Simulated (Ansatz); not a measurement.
# Ge: the order of phases at one pressure, part 3 of 3

Aim: bring Ge in several structures (bcc, hcp, beta tin, simple hexagonal, diamond) to one pressure and rank them by enthalpy. The pressure is set by scaling the first phase. Methods of the runs shown: LAPW. Companion runs by PAW are cited.

Ansatz 0.2.0; DFT PBE; a cell built from a prototype (bcc type), not taken from measurement.

## (6) Diamond relaxed under pressure, LAPW

Contents of input.yaml:

```yaml
crystal:
  lattice:
    - [0.0, 2.1349718765, 2.1349718765]
    - [2.1349718765, 0.0, 2.1349718765]
    - [2.1349718765, 2.1349718765, 0.0]
  atoms:
    - { symbol: Ge, position: [-0.125, -0.125, -0.125] }
    - { symbol: Ge, position: [0.125, 0.125, 0.125] }
kpoints:
  mp_grid: { grid: [15, 15, 15] }
scf:
  occupations: { method: fermi_dirac, width: 0.1 }
hamiltonian:
  xc: pbe
  pseudopotentials: { kind: all_electron, lapw: { basis_error: 0.0005 } }
output:
  forces: true
  stress: true
  eigenvalues: true
relax:
  f_tol: 0.005
  max_steps: 12
  cell: { p_target: 390.0, stress_tol: 0.195 }
```

Started as:

```bash
> ansatz run input.yaml --threads 1 --pin off --max-ram 3584MiB --backend cpu --events-out ev --progress --plain --runs-dir out
```

The program printed:

```text
The last accepted step is kept in <dir> (removed where the run ends without a failure and the disk answers)
LAPW: plane waves up to 13.728 Å⁻¹, error target 5.0e-4 eV per atom; small_component_spin mean_spin; Ge in spheres of 0.897 Å, 22 of its electrons in bands, Dirac shells []
Engine: ansatz 0.2.0
Pseudopotentials: kind: all_electron
Pseudopotential: Ge, LAPW, valence charge 22, Koelling and Harmon's equation, gaussian nucleus
Functional definition: PBE
  parameter kappa = 0.804
  parameter beta = 0.06672455060314922
  exchange = pbe_x(kappa = kappa, mu = beta*pi^2/3)
  correlation = pbe_c(beta = beta)
Crystal: 2 atoms, lattice volume = 19.463 Å³
Basis set: ecut = 718.0318844872 eV, 869 PW (Γ), exchange–correlation at level 2
Bands: 27, of which v1, the nominal top of the filled ones, is band 22 counted from 1 (21 counted from 0)
Symmetry: 48 space group operations
Space group: Fd-3m (ITA 227), of the structure as read, at distance tolerance 2.7e-5 Å
k-points: 120 of 3375
Non-local potential: Ge, projectors of the file, none
Initial density: superposition of atomic densities (chi_scale 0.1, normalization cell)
Initial wavefunctions: plane waves of lowest kinetic energy (no species holds an atomic orbital)
Functional: x = pbe(κ = 0.804, μ = 0.2195149727645171), c = pbe(β = 0.06672455060314922)
iter 1 solved again at ethr=1.72e-3 eV; its pass at ethr=1.00e-1 eV (dr2=7.57e-1 eV) is discarded
SCF iter   1: F=—  HF=-114217.263326 eV  |F-HF|=—  |Δ(HF+E_count)|=         —  Δρ=7.32e-2  dr2=7.58e-1  ethr=1.72e-3  ⟨swp⟩=2.0  Hψ=20424  notcnv=0
preconditioner: auto → Kerker (q_TF=auto, 3.126 Å⁻¹)  [metal: Δε(μ)=0.057 eV  Ē_g=30.558 eV  σ=0.100 eV  W_gap=0.14  n_scr=14 (ndim 8)  ℏωp=44.5 eV  f_vac=0.000  D(μ)=0.26/eV (n_scr^D=0)]
SCF iter   2: F=—  HF=-114217.118423 eV  |F-HF|=—  |Δ(HF+E_count)|=   1.45e-1  Δρ=5.05e-2  dr2=4.74e-1  ethr=1.72e-3  ⟨swp⟩=2.0  Hψ=8927  notcnv=0
SCF iter   3: F=—  HF=-114217.027148 eV  |F-HF|=—  |Δ(HF+E_count)|=   9.13e-2  Δρ=2.81e-2  dr2=1.64e-1  ethr=1.08e-3  ⟨swp⟩=2.0  Hψ=9360  notcnv=0
iter 4 solved again at ethr=1.37e-5 eV; its pass at ethr=3.72e-4 eV (dr2=6.01e-3 eV) is discarded
SCF iter   4: F=—  HF=-114216.976265 eV  |F-HF|=—  |Δ(HF+E_count)|=   5.09e-2  Δρ=6.39e-3  dr2=6.00e-3  ethr=1.37e-5  ⟨swp⟩=2.0  Hψ=15980  notcnv=0
SCF iter   5: F=—  HF=-114216.975734 eV  |F-HF|=—  |Δ(HF+E_count)|=   5.31e-4  Δρ=1.81e-3  dr2=2.88e-4  ethr=1.36e-5  ⟨swp⟩=2.2  Hψ=8831  notcnv=0
SCF iter   6: F=—  HF=-114216.975835 eV  |F-HF|=—  |Δ(HF+E_count)|=   1.02e-4  Δρ=3.01e-4  dr2=1.35e-5  ethr=6.54e-7  ⟨swp⟩=3.0  Hψ=9147  notcnv=0
SCF iter   7: F=—  HF=-114216.975826 eV  |F-HF|=—  |Δ(HF+E_count)|=   9.61e-6  Δρ=3.74e-5  dr2=2.31e-7  ethr=3.07e-8  ⟨swp⟩=3.0  Hψ=9296  notcnv=0
SCF iter   8: F=-114216.975826 eV  HF=-114216.975826 eV  |F-HF|=2.30e-9  |Δ(HF+E_count)|=   1.88e-7  Δρ=4.85e-6  dr2=1.73e-9  ethr=5.25e-10  ⟨swp⟩=3.0  Hψ=9296  notcnv=0
SCF 1 converged in 8 iterations: F = -114216.975826 eV  dr2 = 1.73e-9
relax step   1: F+E_penalty+E_count = -114216.97582562 eV  Δ(F+E_penalty+E_count) = +0.000e0 eV  max|allowed force component| = 5.782e-18 eV/Å  Δτ_max = 0.0000 Å  P = +390.650 GPa  Ω = 19.463 Å³  (8 SCF iters, accepted)
Crystal: 2 atoms, lattice volume = 19.488 Å³
Basis set: ecut = 717.4220423336831 eV, 869 PW (Γ), exchange–correlation at level 2
Initial density: handed on by an earlier stage of this run
Initial wavefunctions: those handed on with the density
iter 1 solved again at ethr=3.87e-9 eV; its pass at ethr=1.00e-1 eV (dr2=1.70e-6 eV) is discarded
SCF iter   1: F=—  HF=-114217.036224 eV  |F-HF|=—  |Δ(HF+E_count)|=         —  Δρ=8.32e-5  dr2=9.40e-7  ethr=3.87e-9  ⟨swp⟩=4.1  Hψ=17419  notcnv=0
preconditioner: auto → Kerker (q_TF=auto, 3.125 Å⁻¹)  [metal: Δε(μ)=0.098 eV  Ē_g=30.658 eV  σ=0.100 eV  W_gap=0.24  n_scr=14 (ndim 8)  ℏωp=44.5 eV  f_vac=0.002  D(μ)=0.27/eV (n_scr^D=0)]
SCF iter   2: F=—  HF=-114217.036224 eV  |F-HF|=—  |Δ(HF+E_count)|=   2.90e-7  Δρ=4.92e-5  dr2=3.46e-7  ethr=2.14e-9  ⟨swp⟩=2.0  Hψ=8788  notcnv=0
SCF iter   3: F=-114217.036224 eV  HF=-114217.036224 eV  |F-HF|=9.43e-8  |Δ(HF+E_count)|=   8.03e-8  Δρ=1.91e-5  dr2=6.24e-8  ethr=7.87e-10  ⟨swp⟩=2.2  Hψ=8811  notcnv=0
SCF 2 converged in 3 iterations: F = -114217.036224 eV  dr2 = 6.24e-8
relax step   2: F+E_penalty+E_count = -114217.03622390 eV  Δ(F+E_penalty+E_count) = -6.040e-2 eV  max|allowed force component| = 1.128e-17 eV/Å  Δτ_max = 0.0000 Å  P = +389.060 GPa  Ω = 19.488 Å³  (3 SCF iters, rejected (line search))
Crystal: 2 atoms, lattice volume = 19.473 Å³
Basis set: ecut = 717.7826079872337 eV, 869 PW (Γ), exchange–correlation at level 2
iter 1 solved again at ethr=6.50e-10 eV; its pass at ethr=1.00e-1 eV (dr2=2.86e-7 eV) is discarded
SCF iter   1: F=—  HF=-114217.000528 eV  |F-HF|=—  |Δ(HF+E_count)|=         —  Δρ=3.02e-5  dr2=1.13e-7  ethr=6.50e-10  ⟨swp⟩=4.3  Hψ=17605  notcnv=0
preconditioner: auto → Kerker (q_TF=auto, 3.125 Å⁻¹)  [metal: Δε(μ)=0.101 eV  Ē_g=30.665 eV  σ=0.100 eV  W_gap=0.25  n_scr=14 (ndim 8)  ℏωp=44.5 eV  f_vac=0.002  D(μ)=0.27/eV (n_scr^D=0)]
SCF iter   2: F=-114217.000528 eV  HF=-114217.000528 eV  |F-HF|=2.88e-8  |Δ(HF+E_count)|=   2.52e-8  Δρ=1.90e-5  dr2=4.70e-8  ethr=2.57e-10  ⟨swp⟩=2.0  Hψ=8788  notcnv=0
SCF 3 converged in 2 iterations: F = -114217.000528 eV  dr2 = 4.70e-8
relax step   3: F+E_penalty+E_count = -114217.00052803 eV  Δ(F+E_penalty+E_count) = -2.470e-2 eV  max|allowed force component| = 1.619e-17 eV/Å  Δτ_max = 0.0000 Å  P = +390.001 GPa  Ω = 19.473 Å³  (2 SCF iters, accepted)
iter 1 solved again at ethr=1.01e-10 eV; its pass at ethr=1.00e-1 eV (dr2=4.46e-8 eV) is discarded
SCF iter   1: F=—  HF=-114217.000528 eV  |F-HF|=—  |Δ(HF+E_count)|=         —  Δρ=1.88e-5  dr2=4.45e-8  ethr=1.01e-10  ⟨swp⟩=2.6  Hψ=13650  notcnv=0
SCF iter   2: F=-114217.000528 eV  HF=-114217.000528 eV  |F-HF|=8.61e-9  |Δ(HF+E_count)|=  9.17e-10  Δρ=1.15e-5  dr2=1.74e-8  ethr=1.01e-10  ⟨swp⟩=2.1  Hψ=8811  notcnv=0
SCF 4 converged in 2 iterations: F = -114217.000528 eV  dr2 = 1.74e-8
relax step   4: F+E_penalty+E_count = -114217.00052803 eV  Δ(F+E_penalty+E_count) = -4.089e-9 eV  max|allowed force component| = 1.503e-17 eV/Å  Δτ_max = 0.0000 Å  P = +390.001 GPa  Ω = 19.473 Å³  stress off target by 5.03e-4 GPa  SCF on the basis re-selected at this cell (its energy is not comparable with the rows above)  (2 SCF iters)
basis re-selected at this cell: Δ(F+E_penalty+E_count) = -4.089e-9 eV, ΔP = -0.000 GPa vs the last step (what re-selecting the basis moved, after the strain that the cell walked since its last selection, with what the two solves' SCF thresholds leave and, on support functions, any second-order correction that the steps lacked; it is no measure of the basis error at this ecutwfc). This SCF's stress stands 5.03e-4 GPa from its target on what of the cell is left free (relax.cell.stress_tol is 1.95e-1 GPa) and its largest allowed force component is 1.50e-17 eV/Å (relax.f_tol is 5.00e-3 eV/Å): within both
SCF converged after 2 iterations
Free energy (F): -114217.000528 eV
Harris-Foulkes:  -114217.000528 eV  (|F-HF|=8.61e-9)
Internal energy: -114216.991292 eV  (E = F + TS)
E sigma→0 (E₀):  -114216.995910 eV
Entropy (-TS):   -0.009236 eV (-4.618 meV/atom)
Fermi energy:    28.594729 eV
--- Per-component energies (eV) ---
  E_band       = -1400.133731
  E_kinetic    = 116753.439656
  E_xc         = -4360.701850
  E_electrostatic = -226609.729098  (all electrons and nuclei)
  E_smearing   = -0.009236  (= −TS)
  E_closure    = 0.000000  (closes the sum)
  E_atoms      = -114223.599835  (free atoms, spherical and without spin; not in F)
  Σ components = -114217.000528   (vs F -114217.000528, Δ=0.00e0)
  Basis errors (estimates in eV, not in F): energy 2.0e-4 per atom: plane waves 1.8e-4 (1.1e-4 summed), levels above the bands 1.5e-44, relativity 3.8e-8, radial functions 2.1e-5, core shells 4.8e-8; eigenvalues (radial functions only) 1.1e-7; not estimated: angular momenta, meshes, grids; target (lapw.basis_error) 5.0e-4; muffin-tin radii Ge 0.897 Å
--- Forces (eV/Å), atoms counted from 1 ---
  atom   1  Ge    -0.00000000     0.00000000     0.00000000
  atom   2  Ge     0.00000000    -0.00000000     0.00000000
  max |Σ_I F_I| component: 9.83e-18 eV/Å
--- Stress (GPa, compression-positive) ---
      390.000503      -0.000000      -0.000000
       -0.000000     390.000503      -0.000000
       -0.000000      -0.000000     390.000503
  P = ⅓ Tr σ = 390.0005 GPa (3900.005 kbar)
--- Band table (eV; the first three rows and the last of 120) ---
  k-point 0: bands = ["-137.9158", "-137.7748", "-85.1329", "-85.1329", "-85.1329", "-84.8821", "-84.8821", "-84.8821", "0.0234", "0.0234", "0.0234", "0.1412", "0.1412", "1.5499", "1.5499", "1.5499", "1.9483", "1.9483", "6.6730", "29.9610", "29.9610", "29.9610", "31.8250", "31.8250", "31.8250", "37.9522", "37.9933"]
  k-point 1: bands = ["-137.9147", "-137.7760", "-85.1340", "-85.1340", "-85.1322", "-84.8829", "-84.8811", "-84.8811", "-0.0121", "-0.0121", "0.0273", "0.1866", "0.1866", "1.5405", "1.5413", "1.5413", "1.9534", "1.9534", "6.7876", "28.3000", "29.4807", "29.4807", "32.3801", "32.3801", "32.7548", "38.0912", "38.5623"]
  k-point 2: bands = ["-137.9113", "-137.7794", "-85.1368", "-85.1368", "-85.1302", "-84.8852", "-84.8782", "-84.8782", "-0.0621", "-0.0621", "0.0382", "0.2632", "0.2632", "1.5135", "1.5209", "1.5209", "1.9653", "1.9653", "7.1323", "25.7725", "28.6807", "28.6807", "33.3108", "33.3108", "33.3296", "38.1210", "38.6342"]
  k-point 119: bands = ["-137.8503", "-137.8405", "-85.1790", "-85.1754", "-85.0204", "-84.9960", "-84.8404", "-84.8371", "-0.3024", "-0.2733", "0.4655", "0.6171", "0.8687", "0.9902", "1.1416", "1.2773", "2.1643", "2.1888", "15.4422", "16.3594", "18.7652", "19.9812", "33.3899", "34.9760", "37.0347", "37.3155", "47.3130"]
--- Relaxed structure (3 steps of the walk, 2 accepted, 1 SCFs on fresh bases) ---
  F+E_penalty+E_count = -114217.00052803 eV   max|allowed force component| = 1.503e-17 eV/Å   (the final SCF, on the basis selected at the relaxed cell)
  cell:  # Å, volume = 19.4730 Å³
    - [-6.114446439474709e-34, 2.1353425682056946, 2.1353425682056946]
    - [2.1353425682056946, -2.038148813158236e-34, 2.1353425682056946]
    - [2.1353425682056946, 2.1353425682056946, -2.038148813158236e-34]
  atoms:
    - { symbol: Ge, position: [-0.12499999999999999, -0.12499999999999999, -0.12499999999999999] }
    - { symbol: Ge, position: [0.12499999999999999, 0.12499999999999999, 0.12499999999999999] }
```

Wall time 58 s (1 thread of Intel Xeon Platinum 8559C (Emerald Rapids), shared host); peak memory 0.74 GiB.

Step by step:

| step | energy from step 1 (eV/cell) | largest force component (eV/Å) | pressure (GPa) | volume (Å³) |
| --- | --- | --- | --- | --- |
| 1 | 0.0000 | 0.0000 | 390.65 | 19.46 |
| 2x | -0.0604 | 0.0000 | 389.06 | 19.49 |
| 3 | -0.0247 | 0.0000 | 390.00 | 19.47 |
| 4 | -0.0247 | 0.0000 | 390.00 | 19.47 |

Step 1 is the start. Step 4 repeats the geometry before on a plane-wave basis chosen anew for that cell, so the energy can jump there without any move; the table keeps such jumps. 1 step was tried and not accepted (marked x).

| input's cell | before | after | change |
| --- | --- | --- | --- |
| a (Å) | 3.019 | 3.020 | +0.0 % |
| b (Å) | 3.019 | 3.020 | +0.0 % |
| c (Å) | 3.019 | 3.020 | +0.0 % |
| volume (Å³/atom) | 9.73 | 9.74 | +0.1 % |

Result: pressure 390.00 GPa; no gap.

## (7) Side by side

The PAW rows are taken from companion runs at the same settings.

Enthalpy per atom, H = F + pV at p = 390 GPa, from each method's lowest phase:

```
method             start  space group, start → end  volume (Å³/atom)  pressure (GPa)  enthalpy (meV/atom)
  LAPW               bcc             Im-3m → Im-3m             8.166           390.1                 72.5
  LAPW               hcp       P6_3/mmc → P6_3/mmc             8.129           390.1                  0.0
  LAPW          beta tin       I4_1/amd → I4_1/amd             8.383           390.0                544.3
  LAPW  simple hexagonal           P6/mmm → P6/mmm             8.333           390.0                425.1
  LAPW           diamond             Fd-3m → Fd-3m             9.736           390.0               5276.1
   PAW               bcc             Im-3m → Im-3m             8.168           390.0                 72.4
   PAW               hcp       P6_3/mmc → P6_3/mmc             8.131           390.1                  0.0
   PAW          beta tin       I4_1/amd → I4_1/amd             8.388           390.1                551.2
   PAW  simple hexagonal           P6/mmm → P6/mmm             8.337           390.0                430.5
   PAW           diamond             Fd-3m → Fd-3m             9.731           390.0               5297.3
```

## (8) Results

What follows sums up all 3 parts.

| quantity | value |
| --- | --- |
| pressure | 390 GPa |
| lowest (LAPW) | hcp, 72.5 meV/atom under bcc |
| lowest (PAW) | hcp, 72.4 meV/atom under bcc |

What this shows: By LAPW the order is hcp < bcc < simple hexagonal < beta tin < diamond. By PAW the order is hcp < bcc < simple hexagonal < beta tin < diamond. The methods agree on the lowest phase. Only these structures were tried, with electrons smeared by 0.1 eV and without vibrations, so the true ground state may be another. The k meshes differ between phases and weren't tested, which can move differences by some meV.
